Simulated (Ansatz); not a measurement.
# CdTe (F-43m) in Ansatz: a series of runs

The runs below take CdTe through band structure, with PBEsol, PBE+D3(BJ).

All numbers are computed with Ansatz 0.2.0; they aren't measurements. Logs are shortened: lines on timing, memory, paths and dates and some standing lists are left out, and cuts for length are marked.

**What was measured.**

A printed reference work, data compilation reports, for a bulk crystal of CdTe at 0 K: band gap 1.607 eV.

The runs below are set against these values where they give the same quantity.

### Step 1. The crystal as given

The structure is cubic, space group F-43m (No. 216). Conventional cell: a = 6.410 Å, b = 6.410 Å, c = 6.410 Å, α = 90.00°, β = 90.00°, γ = 90.00°. Te (site symmetry -43m) has 4 Cd at 2.78 Å as nearest neighbours. Around Cd (site symmetry -43m) lie 4 Te at 2.78 Å.

### Step 2. Band structure, PBEsol, spin-orbit coupling, no magnetisation (volume scaled by 0.8)

The input, input.yaml:

```yaml
crystal:
  lattice:
    - [0.0, 2.9752584423, 2.9752584423]
    - [2.9752584423, 0.0, 2.9752584423]
    - [2.9752584423, 2.9752584423, 0.0]
  atoms:
    - { symbol: Te, position: [0.75, 0.75, 0.75] }
    - { symbol: Cd, position: [0.0, 0.0, 0.0] }
kpoints:
  mp_grid: { grid: [5, 5, 5] }
  band_path:
    path:
      - [0.0, 0.0, 0.0]
      - [0.5, 0.0, 0.5]
      - [0.5, 0.25, 0.75]
      - [0.375, 0.375, 0.75]
      - [0.0, 0.0, 0.0]
      - [0.5, 0.5, 0.5]
      - [0.625, 0.25, 0.625]
      - [0.5, 0.25, 0.75]
    npoints: 10
scf:
  occupations: { method: fermi_dirac, width: 0.025 }
hamiltonian:
  xc: pbesol
  pseudopotentials: { kind: all_electron, lapw: { basis_error: 0.001 } }
magnetization:
  noncollinear: true
  spin_orbit: true
output:
  forces: true
  stress: true
  eigenvalues: true
```

Potentials or basis: all-electron LAPW, relativistic spinors.

The run is started by

```bash
ansatz run input.yaml --threads 1 --pin off --max-ram 2560MiB --backend cpu --events-out ev --progress --plain --runs-dir out
```

The log of the run:

```text
Warning: RAYON_NUM_THREADS=1 ignored (pool sized by the plan → 1); use --threads N
LAPW: plane waves up to 9.042 Å⁻¹, error target 1.0e-3 eV per atom; Dirac's equation on spinors; Cd in spheres of 1.292 Å, 30 of its electrons in bands; Te in spheres of 1.284 Å, 24 of its electrons in bands (how accurate: hamiltonian.pseudopotentials.lapw.basis_error, Limitations)
Engine: ansatz 0.2.0, aarch64-unknown-linux-gnu
Pseudopotentials: kind: all_electron
Pseudopotential: Te, LAPW, valence charge 24, lapw/all_electron/dirac/gaussian/Te, Dirac's equation, gaussian nucleus
Pseudopotential: Cd, LAPW, valence charge 30, lapw/all_electron/dirac/gaussian/Cd, Dirac's equation, gaussian nucleus
Functional definition: PBEsol
  exchange = pbesol_x
  correlation = pbesol_c
non-collinear run that drives no moment, with spin-orbit: no starting moment large enough to seed its density (crystal.atoms[].spin), no starting occupations that ask for one, no magnetisation constraint and no magnetic field, so the semilocal B_xc is pinned to zero
Crystal: 2 atoms, lattice volume = 52.675 Å³
Basis set: ecut = 311.46653976630114 eV, 645 PW (Γ), exchange–correlation at level 2
Bands: 66, of which v1, the nominal top of the filled ones, is band 54 counted from 1 (53 counted from 0)
Symmetry: 24 space group operations + 24 with time reversal
Magnetic group: BNS 216.75 (UNI 1577), of the structure as read, at distance tolerance 3.7e-5 Å
k-points: 10 of 125 (time reversal used)
Non-local potential: Te, projectors of the file, none
Non-local potential: Cd, projectors of the file, none
Initial density: superposition of atomic densities (chi_scale 0.1, normalization cell, long waves kept (reshape's long-wave potential 0.00 eV rms))
Initial wavefunctions: plane waves of lowest kinetic energy (no species holds an atomic orbital)
Functional: x = pbesol(κ = 0.804, μ = 0.12345679012345678), c = pbesol(β = 0.046)
iter 1 solved again at ethr=9.15e-4 eV; its pass at ethr=1.00e-1 eV (dr2=4.94e-1 eV) is discarded
SCF iter   1: F=—  HF=-337072.309667 eV  |F-HF|=—  |Δ(HF+E_count)|=         —  Δρ=2.42e-2  dr2=4.95e-1  dr2_m=0.00e0 (ungated)  ethr=9.15e-4  |M|=0.00e0 ∫|m|=0.00e0 μB  β_m=0.30  ⟨swp⟩=2.2  Hψ=4076  notcnv=0
[... 14 lines left out ...]
  site 0: m = (+0.0000, +0.0000, +0.0000) μB, |m| = 0.0000 μB  (R = 1.28 Å)
  site 1: m = (+0.0000, +0.0000, +0.0000) μB, |m| = 0.0000 μB  (R = 1.29 Å)
Free energy (F): -337072.049115 eV
Harris-Foulkes:  -337072.049115 eV  (|F-HF|=7.92e-9)
Internal energy: -337072.049115 eV  (E = F + TS)
E sigma→0 (E₀):  -337072.049115 eV
Fermi energy:    14.200473 eV
--- Per-component energies (eV) ---
  E_band       = -5251.761953
  E_kinetic    = 355082.417595
  E_xc         = -8858.700111
  E_electrostatic = -683295.766599  (all electrons and nuclei)
  E_smearing   = -0.000000  (= −TS)
  E_closure    = 0.000000  (closes the sum)
  E_atoms      = -337067.312912  (free atoms, spherical and without spin; not in F)
  Σ components = -337072.049115   (vs F -337072.049115, Δ=0.00e0)
  Basis errors (estimates in eV, not in F): energy 4.4e-4 per atom: plane waves 4.0e-4 (2.3e-4 summed), levels above the bands 3.2e-132, relativity 8.8e-8, radial functions 3.8e-5, core shells 7.5e-8; eigenvalues (radial functions only) 1.0e-6; not estimated: angular momenta, meshes, grids; target (lapw.basis_error) 1.0e-3; muffin-tin radii Cd 1.292 Å, Te 1.284 Å
--- Forces (eV/Å), atoms counted from 1 ---
  atom   1  Te    -0.00000000     0.00000000    -0.00000000
  atom   2  Cd     0.00000000    -0.00000000     0.00000000
  max |Σ_I F_I| component: 2.54e-17 eV/Å
--- Stress (GPa, compression-positive) ---
       20.167709       0.000000       0.000000
        0.000000      20.167709       0.000000
        0.000000       0.000000      20.167709
  P = ⅓ Tr σ = 20.1677 GPa (201.677 kbar)
--- Band table (eV; the first three rows and the last of 10) ---
  k-point 0: bands = ["-381.2181", "-381.2181", "-381.2181", "-381.2181", "-374.2374", "-374.2374", "-374.2374", "-374.2374", "-374.2365", "-374.2365", "-145.7304", "-145.7304", "-102.6516", "-102.6516", "-92.9175", "-92.9175", "-92.9175", "-92.9175", "-89.6022", "-89.6022", "-54.7699", "-54.7699", "-48.9249", "-48.9249", "-48.9249", "-48.9249", "-24.2448", "-24.2448", "-24.2448", "-24.2448", "-22.7916", "-22.7916", "-22.7766", "-22.7766", "-22.7766", "-22.7766", "0.2727", "0.2727", "3.5377", "3.5377", "3.5377", "3.5377", "3.9764", "3.9764", "4.4199", "4.4199", "4.4199", "4.4199", "12.7024", "12.7024", "13.6260", "13.6260", "13.6260", "13.6260", "14.7576", "14.7576", "17.3131", "17.3131", "17.7106", "17.7106", "17.7106", "17.7106", "20.8459", "20.8459", "23.0855", "23.0855"]
  k-point 1: bands = ["-381.2181", "-381.2181", "-381.2181", "-381.2181", "-374.2374", "-374.2374", "-374.2374", "-374.2374", "-374.2365", "-374.2365", "-145.7304", "-145.7304", "-102.6516", "-102.6516", "-92.9175", "-92.9175", "-92.9175", "-92.9175", "-89.6022", "-89.6022", "-54.7700", "-54.7700", "-48.9250", "-48.9250", "-48.9249", "-48.9249", "-24.2450", "-24.2448", "-24.2448", "-24.2445", "-22.7913", "-22.7913", "-22.7767", "-22.7767", "-22.7765", "-22.7759", "0.5102", "0.5102", "3.5362", "3.5835", "3.6523", "3.6523", "4.0588", "4.0588", "4.4147", "4.4147", "4.4151", "4.4737", "10.5490", "10.5490", "12.5210", "12.5210", "13.0717", "13.1029", "15.6180", "15.6180", "18.0550", "18.0550", "18.3142", "18.3226", "18.4652", "18.4652", "21.5237", "21.5237", "21.7340", "21.7340"]
  k-point 2: bands = ["-381.2181", "-381.2181", "-381.2181", "-381.2181", "-374.2374", "-374.2374", "-374.2374", "-374.2374", "-374.2365", "-374.2365", "-145.7304", "-145.7304", "-102.6516", "-102.6516", "-92.9175", "-92.9175", "-92.9175", "-92.9175", "-89.6022", "-89.6022", "-54.7700", "-54.7700", "-48.9252", "-48.9252", "-48.9249", "-48.9249", "-24.2448", "-24.2447", "-24.2447", "-24.2445", "-22.7909", "-22.7909", "-22.7770", "-22.7770", "-22.7758", "-22.7754", "0.8976", "0.8976", "3.5699", "3.5991", "3.9382", "3.9382", "4.1897", "4.1897", "4.4824", "4.5191", "4.7507", "4.7507", "7.6807", "7.6807", "11.8685", "11.8685", "12.4273", "12.4445", "15.3082", "15.3082", "18.2296", "18.2296", "18.3716", "18.3760", "20.0402", "20.0402", "22.0604", "22.0604", "23.1190", "23.1190"]
  k-point 9: bands = ["-381.2181", "-381.2181", "-381.2181", "-381.2181", "-374.2374", "-374.2374", "-374.2374", "-374.2374", "-374.2365", "-374.2365", "-145.7304", "-145.7304", "-102.6516", "-102.6516", "-92.9175", "-92.9175", "-92.9175", "-92.9175", "-89.6022", "-89.6022", "-54.7701", "-54.7700", "-48.9252", "-48.9252", "-48.9251", "-48.9251", "-24.2451", "-24.2449", "-24.2446", "-24.2439", "-22.7908", "-22.7906", "-22.7768", "-22.7763", "-22.7759", "-22.7756", "1.1018", "1.1269", "3.6705", "3.7133", "3.7911", "4.1429", "4.2416", "4.3066", "4.4395", "4.5007", "5.0867", "5.2595", "7.7250", "7.9689", "9.4903", "9.7635", "10.4988", "10.6382", "17.2788", "17.3921", "17.7215", "17.9150", "18.4059", "18.5342", "21.3111", "21.3585", "22.6312", "22.8848", "24.0341", "24.1128"]
```

It took 2.1 min on 1 thread of Arm Neoverse V1, shared host; peak memory 0.49 GiB.

Results:

| Item | Value |
| --- | --- |
| Free energy | -337072.0491 eV |
| Pressure | 20.2 GPa |
| Band gap on the k mesh | 1.13 eV, direct |
| Band gap along the path | 1.13 eV, direct |

Levels at the corners of the path, in eV from the valence-band top:
```
point  band 52  band 53  band 54  band 55  band 56  band 57
    Γ     0.00     0.00     0.00     1.13     1.13     3.69
    X    -3.43    -3.11    -3.11     1.51     1.51     2.02
    W    -3.81    -3.80    -3.72     4.05     4.13     4.63
    K    -4.20    -2.77    -2.76     2.11     2.11     4.33
    Γ     0.00     0.00     0.00     1.13     1.13     3.69
    L    -1.85    -1.29    -1.29     1.63     1.63     4.57
    U    -4.20    -2.77    -2.76     2.11     2.11     4.33
    W    -3.81    -3.80    -3.72     4.05     4.13     4.63
```

### Step 3. Band structure, PBE+D3(BJ)

The input, input.yaml:

```yaml
crystal:
  lattice:
    - [0.0, 3.205, 3.205]
    - [3.205, 0.0, 3.205]
    - [3.205, 3.205, 0.0]
  atoms:
    - { symbol: Te, position: [0.75, 0.75, 0.75] }
    - { symbol: Cd, position: [0.0, 0.0, 0.0] }
kpoints:
  mp_grid: { grid: [7, 7, 7] }
  band_path:
    path:
      - [0.0, 0.0, 0.0]
      - [0.5, 0.0, 0.5]
      - [0.5, 0.25, 0.75]
      - [0.375, 0.375, 0.75]
      - [0.0, 0.0, 0.0]
      - [0.5, 0.5, 0.5]
      - [0.625, 0.25, 0.625]
      - [0.5, 0.25, 0.75]
    npoints: 6
scf:
  occupations: { method: tetrahedron }
hamiltonian:
  xc: pbe
  dispersion: d3bj
  pseudopotentials: { kind: all_electron, lapw: { basis_error: 0.002 } }
output:
  forces: true
  stress: true
  eigenvalues: true
```

Potentials or basis: all-electron LAPW, scalar-relativistic.

The run is started by

```bash
ansatz run input.yaml --threads 1 --pin off --max-ram 2560MiB --backend cpu --events-out ev --progress --plain --runs-dir out
```

Run time: 12 s. Hardware: 1 thread of Arm Neoverse V2, shared host; peak memory 0.27 GiB.

The run converged. Its results:

* Free energy: -337121.3637 eV
* Pressure: 2.3 GPa
* Band gap on the k mesh: 0.87 eV, direct
* Band gap along the path: 0.87 eV, direct

Levels at the corners of the path, in eV from the valence-band top:
| point | band 20 | band 21 | band 22 | band 23 | band 24 | band 25 |
| --- | --- | --- | --- | --- | --- | --- |
| Γ | 0.00 | 0.00 | 0.00 | 0.87 | 4.60 | 4.60 |
| X | -4.46 | -1.98 | -1.98 | 2.54 | 2.67 | 9.00 |
| W | -4.34 | -2.45 | -2.33 | 4.37 | 4.68 | 5.61 |
| K | -4.36 | -2.70 | -1.64 | 2.88 | 4.57 | 7.42 |
| Γ | 0.00 | 0.00 | 0.00 | 0.87 | 4.60 | 4.60 |
| L | -4.61 | -0.82 | -0.82 | 1.86 | 5.20 | 5.20 |
| U | -4.36 | -2.70 | -1.64 | 2.88 | 4.57 | 7.42 |
| W | -4.34 | -2.45 | -2.33 | 4.37 | 4.68 | 5.61 |

Caveat: spin-orbit coupling is left out, which moves the levels of the heavy elements; with tetrahedron occupations forces and stress needn't match the slope of the energy.

### Step 4. How close it comes

Step 3. A measured gap of CdTe is 1.607 eV (0 K; a printed reference work, data compilation); the calculated 0.87 eV misses it by -0.73 eV. Spin-orbit coupling on Cd, Te is left out. The value is that of PBE+D3(BJ), without temperature or zero-point motion. Semilocal functionals fall short of measured gaps as a rule.
